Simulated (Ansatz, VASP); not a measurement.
One calculation of CsH, two programs

```
Cs H
1.0
     3.92359   -0.60363   -0.60363
    -0.60363    3.92359   -0.60363
    -0.60363   -0.60363    3.92359
Cs H
1 1
Direct
  0.00000 0.00000 0.00000
  0.50000 0.50000 0.50000
```

Alike in both runs: task single point; functional LDA; k mesh 8 × 8 × 8; occupations gaussian, width 0.05 eV; no spin polarisation.

```csv
,VASP,Ansatz
version,VASP 6.6.1,Ansatz 0.2.0
potentials or method,"VASP PAW LDA potentials, release 64 (Cs_sv, H)","scalar-relativistic, plane waves, PAW"
plane-wave cutoff (eV),520,420
valence electrons in the cell,10,10
```

|  | VASP | Ansatz | Ansatz less VASP |
| --- | --- | --- | --- |
| gap on the k mesh at the Fermi level (eV) | 0.40 | 0.49 | +0.085 |
| least direct gap on the mesh (eV) | 0.43 | 0.53 | +0.095 |
| pressure (GPa) | 6.3 | 6.1 | -0.18 |
| largest component of the traceless stress (GPa) | 8.42 | 8.22 | -0.196 |

Caveats: spin-orbit coupling is left out, which moves the levels of the heavy elements.
